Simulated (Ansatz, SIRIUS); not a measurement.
This is a calculation of CsPbBr3 for SIRIUS 7.10.0. Measurements of this composition are mostly on another form, of space group No. 62.

Contents of sirius.json:

```json
{
  "control": {
    "processing_unit": "cpu",
    "verbosity": 2,
    "num_bands_to_print": 32,
    "print_forces": true,
    "print_stress": true
  },
  "parameters": {
    "electronic_structure_method": "pseudopotential",
    "xc_functionals": ["XC_GGA_X_PBE_SOL", "XC_GGA_C_PBE_SOL"],
    "gk_cutoff": 7.5,
    "pw_cutoff": 15.0,
    "ngridk": [5, 5, 5],
    "shiftk": [0, 0, 0],
    "smearing": "fermi_dirac",
    "smearing_width": 0.0018374661,
    "num_bands": 32,
    "num_mag_dims": 0,
    "num_dft_iter": 100,
    "energy_tol": 1e-08,
    "density_tol": 1e-06
  },
  "iterative_solver": {
    "type": "davidson",
    "min_tolerance": 1e-09,
    "tolerance_scale": [0.1, 0.25]
  },
  "mixer": {
    "type": "anderson",
    "beta": 0.7,
    "max_history": 8
  },
  "settings": {
    "tol_ne": 1e-10,
    "pseudo_grid_cutoff": 6.5
  },
  "unit_cell": {
    "lattice_vectors": [
      [1.0, 0.0, 0.0],
      [0.0, 1.0, 0.0],
      [0.0, 0.0, 1.0]
    ],
    "lattice_vectors_scale": 11.0926923516,
    "atom_coordinate_units": "lattice",
    "atom_types": ["Pb", "Cs", "Br"],
    "atom_files": {
      "Cs": "Cs.json",
      "Pb": "Pb.json",
      "Br": "Br.json"
    },
    "atoms": {
      "Pb": [
        [0.5, 0.5, 0.5]
      ],
      "Cs": [
        [0.0, 0.0, 0.0]
      ],
      "Br": [
        [0.5, 0.5, 0.0],
        [0.5, 0.0, 0.5],
        [0.0, 0.5, 0.5]
      ]
    }
  }
}
```

Potentials or basis: PseudoDojo 0.4.1 PBEsol standard (scalar relativistic).

Launch:

```bash
$ upf_to_json Cs.upf
$ upf_to_json Pb.upf
$ upf_to_json Br.upf
$ OMP_NUM_THREADS=1 sirius.scf --input=sirius.json --output=out.json --task=0
```

Q: Set up the same calculation for Ansatz 0.2.0. Potentials or basis there: Ansatz PAW, cutoff 420 eV.

A: As run (cutoffs and basis follow the program's own potentials, and thresholds, step limits or extra output files can differ):

File input.yaml:

```yaml
crystal:
  lattice:
    - [5.87, 0.0, 0.0]
    - [0.0, 5.87, 0.0]
    - [0.0, 0.0, 5.87]
  atoms:
    - { symbol: Pb, position: [0.5, 0.5, 0.5] }
    - { symbol: Cs, position: [0.0, 0.0, 0.0] }
    - { symbol: Br, position: [0.5, 0.5, 0.0] }
    - { symbol: Br, position: [0.5, 0.0, 0.5] }
    - { symbol: Br, position: [0.0, 0.5, 0.5] }
hamiltonian:
  xc: pbesol
  pseudopotentials: { kind: paw }
kpoints:
  mp_grid: { grid: [5, 5, 5] }
scf:
  occupations: { method: fermi_dirac, width: 0.05 }
output:
  forces: true
  stress: true
  eigenvalues: true
```

Potentials or basis: Ansatz PAW.

Launch:

```bash
$ ansatz run input.yaml --threads 1 --pin off --max-ram 3584MiB --backend cpu --events-out ev --progress --plain --runs-dir out
```

Both were run:

|  | SIRIUS | Ansatz |
| --- | --- | --- |
| Pressure | 0.0 GPa | 0.0 GPa |

Ansatz's pressure holds a Pulay term of +0.01 GPa for its cutoff of 420 eV, which the other run lacks.

Ansatz's potentials were made for PBE.

Where Ansatz's input types no cutoff or centring, it takes its own default and a Γ-centred mesh.

Pressure is positive in compression.
